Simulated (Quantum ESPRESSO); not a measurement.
# Hf (Im-3m) in Quantum ESPRESSO: a series of runs

The runs below take Hf through phonons, with LDA.

All numbers are computed with Quantum ESPRESSO 7.5; they aren't measurements. Logs are shortened: lines on timing, memory, paths and dates and some standing lists are left out, and cuts for length are marked.

**1. The crystal as given**

Symmetry: Im-3m, No. 229, cubic system. The conventional cell has a = 3.610 Å, b = 3.610 Å, c = 3.610 Å, α = 90.00°, β = 90.00°, γ = 90.00°. Hf (site symmetry m-3m) is surrounded by 8 Hf at 3.13 Å.

This isn't the form of Hf at room conditions, which is hcp.

**2. Phonons, LDA**

The input, pw.in:

```
&CONTROL
  calculation = 'scf'
  prefix = 'pwscf'
  outdir = './tmp'
  pseudo_dir = './pseudo'
  tprnfor = .true.
  tstress = .true.
  disk_io = 'low'
/
&SYSTEM
  ibrav = 0
  nat = 1
  ntyp = 1
  ecutwfc = 45
  ecutrho = 360
  nbnd = 12
  occupations = 'smearing'
  smearing = 'mv'
  degauss = 0.01469973
/
&ELECTRONS
  conv_thr = 2d-10
  electron_maxstep = 120
  mixing_beta = 0.5
/
ATOMIC_SPECIES
Hf   178.4900 hf_lda_v1.uspp.F.UPF
CELL_PARAMETERS bohr
  -3.4109556549    3.4109556549    3.4109556549
   3.4109556549   -3.4109556549    3.4109556549
   3.4109556549    3.4109556549   -3.4109556549
ATOMIC_POSITIONS bohr
Hf     0.0000000000    0.0000000000    0.0000000000
K_POINTS automatic
10 10 10 0 0 0
```

The input, relax.in:

```
&CONTROL
  calculation = 'vc-relax'
  prefix = 'pwscf'
  outdir = './tmp'
  pseudo_dir = './pseudo'
  tprnfor = .true.
  tstress = .true.
  disk_io = 'low'
  nstep = 40
  forc_conv_thr = 0.0001
  etot_conv_thr = 1d-06
/
&SYSTEM
  ibrav = 0
  nat = 1
  ntyp = 1
  ecutwfc = 45
  ecutrho = 360
  nbnd = 12
  occupations = 'smearing'
  smearing = 'mv'
  degauss = 0.01469973
/
&ELECTRONS
  conv_thr = 2d-10
  electron_maxstep = 120
  mixing_beta = 0.5
/
&IONS
  ion_dynamics = 'bfgs'
/
&CELL
  cell_dynamics = 'bfgs'
  press = 0
  press_conv_thr = 0.2
/
ATOMIC_SPECIES
Hf   178.4900 hf_lda_v1.uspp.F.UPF
CELL_PARAMETERS bohr
  -3.4109556549    3.4109556549    3.4109556549
   3.4109556549   -3.4109556549    3.4109556549
   3.4109556549    3.4109556549   -3.4109556549
ATOMIC_POSITIONS bohr
Hf     0.0000000000    0.0000000000    0.0000000000
K_POINTS automatic
10 10 10 0 0 0
```

The input, scf2.in:

```
&CONTROL
  calculation = 'scf'
  prefix = 'pwscf'
  outdir = './tmp'
  pseudo_dir = './pseudo'
  tprnfor = .true.
  tstress = .true.
  disk_io = 'low'
/
&SYSTEM
  ibrav = 0
  nat = 1
  ntyp = 1
  ecutwfc = 45
  ecutrho = 360
  nbnd = 12
  occupations = 'smearing'
  smearing = 'mv'
  degauss = 0.01469973
/
&ELECTRONS
  conv_thr = 1d-13
  electron_maxstep = 120
  mixing_beta = 0.5
  startingpot = 'file'
  startingwfc = 'file'
/
ATOMIC_SPECIES
Hf   178.4900 hf_lda_v1.uspp.F.UPF
CELL_PARAMETERS bohr
  -3.2568647606    3.2568647606    3.2568647606
   3.2568647606   -3.2568647606    3.2568647606
   3.2568647606    3.2568647606   -3.2568647606
ATOMIC_POSITIONS bohr
Hf     0.0000000000    0.0000000000    0.0000000000
K_POINTS automatic
10 10 10 0 0 0
```

The input, ph.in:

```
phonons of Hf
&INPUTPH
  prefix = 'pwscf'
  outdir = './tmp'
  tr2_ph = 1d-18
  fildyn = 'dyn'
  niter_ph = 90
  alpha_mix(1) = 0.4
/
-0.0000000000 0.8660254038 -0.0000000000
```

Potentials or basis: GBRV 1.5 LDA.

Started as:

```sh
> OMP_NUM_THREADS=1 pw.x -in pw.in > pw.out
> OMP_NUM_THREADS=1 pw.x -in relax.in > relax.out
> OMP_NUM_THREADS=1 pw.x -in scf2.in > scf2.out
> OMP_NUM_THREADS=1 ph.x -in ph.in > ph.out
```

pw.out:

```text
This program is part of the open-source Quantum ESPRESSO suite
     for quantum simulation of materials; please cite
[... 9 lines left out ...]
     --------------------
     sticks:   dense  smooth     PW     G-vecs:    dense   smooth      PW
     Sum         941     471    173                18245     6531    1505

     Using Slab Decomposition

     bravais-lattice index     =            0
     lattice parameter (alat)  =       5.9079  a.u.
     unit-cell volume          =     158.7407 (a.u.)^3
     number of atoms/cell      =            1
     number of atomic types    =            1
     number of electrons       =        12.00
     number of Kohn-Sham states=           12
     kinetic-energy cutoff     =      45.0000  Ry
     charge density cutoff     =     360.0000  Ry
     scf convergence threshold =      2.0E-10
     mixing beta               =       0.5000
     number of iterations used =            8  plain     mixing
     Exchange-correlation= SLA  PZ   NOGX NOGC
                           (   1   1   0   0   0   0   0)

     celldm(1)=   5.907948  celldm(2)=   0.000000  celldm(3)=   0.000000
     celldm(4)=   0.000000  celldm(5)=   0.000000  celldm(6)=   0.000000

     crystal axes: (cart. coord. in units of alat)
               a(1) = (  -0.577350   0.577350   0.577350 )
               a(2) = (   0.577350  -0.577350   0.577350 )
               a(3) = (   0.577350   0.577350  -0.577350 )

     reciprocal axes: (cart. coord. in units 2 pi/alat)
               b(1) = ( -0.000000  0.866025  0.866025 )
               b(2) = (  0.866025 -0.000000  0.866025 )
               b(3) = (  0.866025  0.866025  0.000000 )

     PseudoPot. # 1 for Hf read from file:
     hf_lda_v1.uspp.F.UPF
     Pseudo is Ultrasoft + core correction, Zval = 12.0
     Generated by new atomic code, or converted to UPF format
     Using radial grid of  921 points,  8 beta functions with:
                l(1) =   0
                l(2) =   0
                l(3) =   0
                l(4) =   1
                l(5) =   1
                l(6) =   2
                l(7) =   2
                l(8) =   3
     Q(r) pseudized with  6 coefficients,  rinner =    1.200   1.200   1.200
                                                       1.200   1.200   1.200
                                                       1.200

     atomic species   valence    mass     pseudopotential
     Hf               12.00   178.49000     Hf( 1.00)

     48 Sym. Ops., with inversion, found

   Cartesian axes

     site n.     atom                  positions (alat units)
         1        Hf     tau(   1) = (   0.0000000   0.0000000   0.0000000  )

     number of k points=    47  Marzari-Vanderbilt smearing, width (Ry)=  0.0147
                       cart. coord. in units 2pi/alat
        k(    1) = (   0.0000000   0.0000000   0.0000000), wk =   0.0020000
        k(    2) = (   0.0866025   0.0866025   0.0000000), wk =   0.0240000
        k(    3) = (   0.1732051   0.1732051   0.0000000), wk =   0.0240000
        k(    4) = (   0.2598076   0.2598076   0.0000000), wk =   0.0240000
        k(    5) = (   0.3464102   0.3464102   0.0000000), wk =   0.0240000
        k(    6) = (  -0.4330127  -0.4330127   0.0000000), wk =   0.0120000
[... 39 lines left out ...]
        k(   46) = (  -0.8660254  -0.0866025  -0.0866025), wk =   0.0240000
        k(   47) = (  -0.8660254  -0.8660254  -0.8660254), wk =   0.0020000

     Dense  grid:    18245 G-vectors     FFT dimensions: (  36,  36,  36)

     Smooth grid:     6531 G-vectors     FFT dimensions: (  25,  25,  25)

     Initial potential from superposition of free atoms

     starting charge      10.0000, renormalised to      12.0000

     negative rho (up, down):  1.291E-01 0.000E+00
     Starting wfcs are   13 randomized atomic wfcs

     Self-consistent Calculation

     iteration #  1     ecut=    45.00 Ry     beta= 0.50
     Davidson diagonalization with overlap
     ethr =  1.00E-02,  avg # of iterations =  3.6

     negative rho (up, down):  1.128E-01 0.000E+00
[... 67 lines left out ...]
     iteration #  9     ecut=    45.00 Ry     beta= 0.50
     Davidson diagonalization with overlap
     ethr =  4.82E-12,  avg # of iterations =  1.8

     negative rho (up, down):  1.120E-01 0.000E+00

     End of self-consistent calculation

          k = 0.0000 0.0000 0.0000 (   791 PWs)   bands (ev):

   -48.3511 -16.6567 -16.6567 -16.6567   6.4258  14.6951  14.6951  14.6951
    17.3467  17.3467  26.3100  26.3100
[... 18 lines left out ...]
   -48.3019 -17.2937 -16.8659 -16.6588   9.8225  12.9618  13.7956  17.2120
    17.9153  19.3653  23.5801  24.1413

          k =-0.4330-0.4330 0.0000 (   814 PWs)   bands (ev):

   -48.2967 -17.3571 -16.8875 -16.6591  10.0426  12.8190  14.2660  17.1311
    18.0849  20.3981  22.6846  23.5612

          k = 0.1732 0.0866 0.0866 (   811 PWs)   bands (ev):
[... 81 lines left out ...]
   -48.2929 -17.1011 -17.1011 -16.8058  11.9394  12.8248  12.8248  18.0250
    18.0250  19.2075  23.5180  23.5180

          k =-0.0000-0.1732 0.3464 (   822 PWs)   bands (ev):

   -48.3112 -17.1151 -16.8339 -16.7115   9.2555  13.5062  13.6754  16.1031
    17.4538  18.0597  24.9606  27.2023

          k = 0.0866-0.0866 0.3464 (   814 PWs)   bands (ev):
[... 46 lines left out ...]
   -48.3152 -16.9427 -16.8232 -16.8232   8.9071  14.2368  14.6704  14.6704
    16.0145  18.2070  25.9232  29.4610

          k =-0.0000-0.0866 0.4330 (   807 PWs)   bands (ev):

   -48.2997 -17.0922 -16.8982 -16.8451  10.0375  13.1603  14.5312  15.2503
    17.2387  17.9633  25.1226  28.6824

          k = 0.0000-0.1732 0.5196 (   805 PWs)   bands (ev):
[... 21 lines left out ...]
   -48.2744 -17.1685 -17.1685 -16.8772  11.9708  11.9708  13.5021  17.6820
    17.6820  21.0853  22.8861  22.8861

          k =-0.0000-0.0000 0.5196 (   799 PWs)   bands (ev):

   -48.2855 -17.0929 -16.9765 -16.9765  10.8883  12.4585  15.4690  15.4690
    17.4509  17.4574  26.0730  27.2935

          k = 0.0000-0.0866 0.6062 (   803 PWs)   bands (ev):
[... 26 lines left out ...]
   -48.2552 -17.1527 -17.1527 -17.1527  10.9175  10.9175  19.6309  19.6309
    19.6309  20.1363  20.1363  20.1363

     the Fermi energy is    13.2699 ev

!    total energy              =    -158.55852801 Ry
     estimated scf accuracy    <          4.8E-11 Ry
     smearing contrib. (-TS)   =       0.00038861 Ry
     internal energy E=F+TS    =    -158.55891662 Ry

     The total energy is F=E-TS. E is the sum of the following terms:
     one-electron contribution =     -20.81960699 Ry
     hartree contribution      =      14.28411641 Ry
     xc contribution           =     -75.20483475 Ry
     ewald contribution        =     -76.81859129 Ry

     convergence has been achieved in   9 iterations

     negative rho (up, down):  1.120E-01 0.000E+00

     Forces acting on atoms (cartesian axes, Ry/au):

     atom    1 type  1   force =     0.00000000    0.00000000    0.00000000

     Total force =     0.000000     Total SCF correction =     0.000000

     Computing stress (Cartesian axis) and pressure

     negative rho (up, down):  1.120E-01 0.000E+00
          total   stress  (Ry/bohr**3)                   (kbar)     P=     -126.90
  -0.00086266   0.00000000   0.00000000         -126.90        0.00        0.00
   0.00000000  -0.00086266   0.00000000            0.00     -126.90        0.00
   0.00000000   0.00000000  -0.00086266            0.00        0.00     -126.90

=------------------------------------------------------------------------------=
   JOB DONE.
=------------------------------------------------------------------------------=
```

scf2.out:

```text
This program is part of the open-source Quantum ESPRESSO suite
     for quantum simulation of materials; please cite
[... 9 lines left out ...]
     --------------------
     sticks:   dense  smooth     PW     G-vecs:    dense   smooth      PW
     Sum         857     419    169                15947     5481    1409
[... 395 lines left out ...]
  -0.00001809  -0.00000000  -0.00000000           -2.66       -0.00       -0.00
  -0.00000000  -0.00001809  -0.00000000           -0.00       -2.66       -0.00
  -0.00000000  -0.00000000  -0.00001809           -0.00       -0.00       -2.66

=------------------------------------------------------------------------------=
   JOB DONE.
=------------------------------------------------------------------------------=
```

It took 1.7 min on 1 thread of Intel Xeon Platinum 8259CL at 2.50GHz (Skylake/Cascade Lake), shared host; peak memory 0.17 GiB.

Results:

```yaml
Free_energy: -2157.4282 eV
Relaxed_volume: 20.48 Å³/atom
Relaxed_cell: a = 2.985 Å, b = 2.985 Å, c = 2.985 Å, α = 109.47°, β = 109.47°, γ = 109.47°
Space_group_after_relaxing_to_0.05_Å: Im-3m (No. 229)
Pressure_after_relaxing: -0.3 GPa
Band_gap_on_the_k_mesh: none (metal or under the smearing width)
Highest_phonon_frequency_at_the_q_point_run: 146 cm⁻¹
```

Step by step:
```tsv
step	energy change (eV)	largest force (eV/Å)	pressure (GPa)	volume (Å³)
1	0.0000	0.0000	-12.69	23.52
2	-0.0949	0.0000	-7.51	22.03
3	-0.1317	0.0000	1.70	20.18
4	-0.1332	0.0000	-0.13	20.50
5	-0.1332	0.0000	0.00	20.48
```

Final structure:
```
Hf
1.0
    -1.72346    1.72346    1.72346
     1.72346   -1.72346    1.72346
     1.72346    1.72346   -1.72346
Hf
1
Cartesian
  0.0000 0.0000 0.0000
```

Phonon frequencies in cm⁻¹ (negative: imaginary):
```tsv
q point	frequencies
(0.500, -0.500, 0.500)	146 146 146
```

Phonon modes at q = (0.500, -0.500, 0.500) in reciprocal lattice units:
```tsv
mode	symmetry	cm⁻¹
1	T_1u	146
2	T_1u	146
3	T_1u	146
```

Caveat: the mesh is thin for the phonons of a metal.

**3. Phonons, LDA, target pressure 10 GPa, at which the enthalpy is minimised**

pw.in is that of step 2.

Edit relax.in of step 2 so:

```diff
@@ -33,3 +33,3 @@
   cell_dynamics = 'bfgs'
-  press = 0
+  press = 100
   press_conv_thr = 0.2
```

Edit scf2.in of step 2 so:

```diff
@@ -30,5 +30,5 @@
 CELL_PARAMETERS bohr
-  -3.2568647606    3.2568647606    3.2568647606
-   3.2568647606   -3.2568647606    3.2568647606
-   3.2568647606    3.2568647606   -3.2568647606
+  -3.1726941469    3.1726941469    3.1726941469
+   3.1726941469   -3.1726941469    3.1726941469
+   3.1726941469    3.1726941469   -3.1726941469
 ATOMIC_POSITIONS bohr
```

ph.in is that of step 2.

Potentials or basis: GBRV 1.5 LDA.

Started as:

```sh
> OMP_NUM_THREADS=1 pw.x -in pw.in > pw.out
> OMP_NUM_THREADS=1 pw.x -in relax.in > relax.out
> OMP_NUM_THREADS=1 pw.x -in scf2.in > scf2.out
> OMP_NUM_THREADS=1 ph.x -in ph.in > ph.out
```

pw.out:

```text
This program is part of the open-source Quantum ESPRESSO suite
     for quantum simulation of materials; please cite
[... 9 lines left out ...]
     --------------------
     sticks:   dense  smooth     PW     G-vecs:    dense   smooth      PW
     Sum         941     471    173                18245     6531    1505

     Using Slab Decomposition

     bravais-lattice index     =            0
     lattice parameter (alat)  =       5.9079  a.u.
     unit-cell volume          =     158.7407 (a.u.)^3
     number of atoms/cell      =            1
     number of atomic types    =            1
     number of electrons       =        12.00
     number of Kohn-Sham states=           12
     kinetic-energy cutoff     =      45.0000  Ry
     charge density cutoff     =     360.0000  Ry
     scf convergence threshold =      2.0E-10
     mixing beta               =       0.5000
     number of iterations used =            8  plain     mixing
     Exchange-correlation= SLA  PZ   NOGX NOGC
                           (   1   1   0   0   0   0   0)

     celldm(1)=   5.907948  celldm(2)=   0.000000  celldm(3)=   0.000000
     celldm(4)=   0.000000  celldm(5)=   0.000000  celldm(6)=   0.000000

     crystal axes: (cart. coord. in units of alat)
               a(1) = (  -0.577350   0.577350   0.577350 )
               a(2) = (   0.577350  -0.577350   0.577350 )
               a(3) = (   0.577350   0.577350  -0.577350 )

     reciprocal axes: (cart. coord. in units 2 pi/alat)
               b(1) = ( -0.000000  0.866025  0.866025 )
               b(2) = (  0.866025 -0.000000  0.866025 )
[... 36 lines left out ...]
        k(    6) = (  -0.4330127  -0.4330127   0.0000000), wk =   0.0120000
[... 39 lines left out ...]
        k(   46) = (  -0.8660254  -0.0866025  -0.0866025), wk =   0.0240000
        k(   47) = (  -0.8660254  -0.8660254  -0.8660254), wk =   0.0020000

     Dense  grid:    18245 G-vectors     FFT dimensions: (  36,  36,  36)

     Smooth grid:     6531 G-vectors     FFT dimensions: (  25,  25,  25)

     Initial potential from superposition of free atoms

     starting charge      10.0000, renormalised to      12.0000

     negative rho (up, down):  1.291E-01 0.000E+00
     Starting wfcs are   13 randomized atomic wfcs

     Self-consistent Calculation

     iteration #  1     ecut=    45.00 Ry     beta= 0.50
     Davidson diagonalization with overlap
     ethr =  1.00E-02,  avg # of iterations =  3.6

     negative rho (up, down):  1.128E-01 0.000E+00
[... 67 lines left out ...]
     iteration #  9     ecut=    45.00 Ry     beta= 0.50
     Davidson diagonalization with overlap
     ethr =  4.82E-12,  avg # of iterations =  1.8

     negative rho (up, down):  1.120E-01 0.000E+00

     End of self-consistent calculation

          k = 0.0000 0.0000 0.0000 (   791 PWs)   bands (ev):

   -48.3511 -16.6567 -16.6567 -16.6567   6.4258  14.6951  14.6951  14.6951
    17.3467  17.3467  26.3100  26.3100
[... 228 lines left out ...]
   -48.2552 -17.1527 -17.1527 -17.1527  10.9175  10.9175  19.6309  19.6309
    19.6309  20.1363  20.1363  20.1363

     the Fermi energy is    13.2699 ev

!    total energy              =    -158.55852801 Ry
     estimated scf accuracy    <          4.8E-11 Ry
     smearing contrib. (-TS)   =       0.00038861 Ry
     internal energy E=F+TS    =    -158.55891662 Ry

     The total energy is F=E-TS. E is the sum of the following terms:
     one-electron contribution =     -20.81960699 Ry
     hartree contribution      =      14.28411641 Ry
     xc contribution           =     -75.20483475 Ry
     ewald contribution        =     -76.81859129 Ry

     convergence has been achieved in   9 iterations

     negative rho (up, down):  1.120E-01 0.000E+00

     Forces acting on atoms (cartesian axes, Ry/au):

     atom    1 type  1   force =     0.00000000    0.00000000    0.00000000

     Total force =     0.000000     Total SCF correction =     0.000000

     Computing stress (Cartesian axis) and pressure

     negative rho (up, down):  1.120E-01 0.000E+00
          total   stress  (Ry/bohr**3)                   (kbar)     P=     -126.90
  -0.00086266  -0.00000000  -0.00000000         -126.90       -0.00       -0.00
  -0.00000000  -0.00086266  -0.00000000           -0.00     -126.90       -0.00
  -0.00000000  -0.00000000  -0.00086266           -0.00       -0.00     -126.90

=------------------------------------------------------------------------------=
   JOB DONE.
=------------------------------------------------------------------------------=
```

relax.out:

```text
This program is part of the open-source Quantum ESPRESSO suite
     for quantum simulation of materials; please cite
[... 9 lines left out ...]
     --------------------
     sticks:   dense  smooth     PW     G-vecs:    dense   smooth      PW
     Sum         941     471    173                18245     6531    1505
[... 2768 lines left out ...]
   0.00065527  -0.00000000  -0.00000000           96.39       -0.00       -0.00
  -0.00000000   0.00065527  -0.00000000           -0.00       96.39       -0.00
  -0.00000000  -0.00000000   0.00065527           -0.00       -0.00       96.39

=------------------------------------------------------------------------------=
   JOB DONE.
=------------------------------------------------------------------------------=
```

scf2.out:

```text
This program is part of the open-source Quantum ESPRESSO suite
     for quantum simulation of materials; please cite
[... 9 lines left out ...]
     --------------------
     sticks:   dense  smooth     PW     G-vecs:    dense   smooth      PW
     Sum         817     411    165                14771     5233    1289
[... 395 lines left out ...]
   0.00065527  -0.00000000   0.00000000           96.39       -0.00        0.00
  -0.00000000   0.00065527   0.00000000           -0.00       96.39        0.00
  -0.00000000   0.00000000   0.00065527           -0.00        0.00       96.39

=------------------------------------------------------------------------------=
   JOB DONE.
=------------------------------------------------------------------------------=
```

Run time: 2 min. Hardware: 1 thread of Intel Xeon Platinum 8259CL at 2.50GHz (Skylake/Cascade Lake), shared host; peak memory 0.17 GiB.

What came out:

```
Free energy                                 : -2157.3814 eV
Relaxed volume                              : 18.93 Å³/atom
Relaxed cell                                : a = 2.908 Å, b = 2.908 Å, c = 2.908 Å, α = 109.47°, β = 109.47°, γ = 109.47°
Space group after relaxing (to 0.05 Å)      : Im-3m (No. 229)
Pressure after relaxing                     : 9.6 GPa
Band gap on the k mesh                      : none (metal or under the smearing width)
Highest phonon frequency at the q point run : 161 cm⁻¹
```

The path:
```csv
step,energy change (eV),largest force (eV/Å),pressure (GPa),volume (Å³)
1,0.0000,0.0000,-12.69,23.52
2,-0.1302,0.0000,-2.32,20.91
3,-0.0531,0.0000,13.61,18.47
4,-0.0895,0.0000,9.68,18.97
5,-0.0869,0.0000,9.99,18.93
6,-0.0869,0.0000,10.00,18.93
```

Final structure:
```cif
data_structure
_symmetry_space_group_name_H-M 'P 1'
_symmetry_Int_Tables_number 1
_cell_length_a 2.9080
_cell_length_b 2.9080
_cell_length_c 2.9080
_cell_angle_alpha 109.471
_cell_angle_beta 109.471
_cell_angle_gamma 109.471
_cell_volume 18.93
loop_
_atom_site_label
_atom_site_type_symbol
_atom_site_fract_x
_atom_site_fract_y
_atom_site_fract_z
_atom_site_occupancy
Hf1 Hf 0.00000 0.00000 0.00000 1
```

Phonon frequencies in cm⁻¹ (negative: imaginary):
| q point | frequencies |
| --- | --- |
| (0.500, -0.500, 0.500) | 161 161 161 |

Phonon modes at q = (0.500, -0.500, 0.500) in reciprocal lattice units:
```csv
mode,symmetry,cm⁻¹
1,T_1u,161
2,T_1u,161
3,T_1u,161
```

Caveat: the mesh is thin for the phonons of a metal; the volume moved by over 15 % at a fixed basis, so the end points are rough; the cell is more than 3 GPa from zero pressure, which shifts response properties. The run has no spin-orbit coupling, so splittings on Hf are missing.
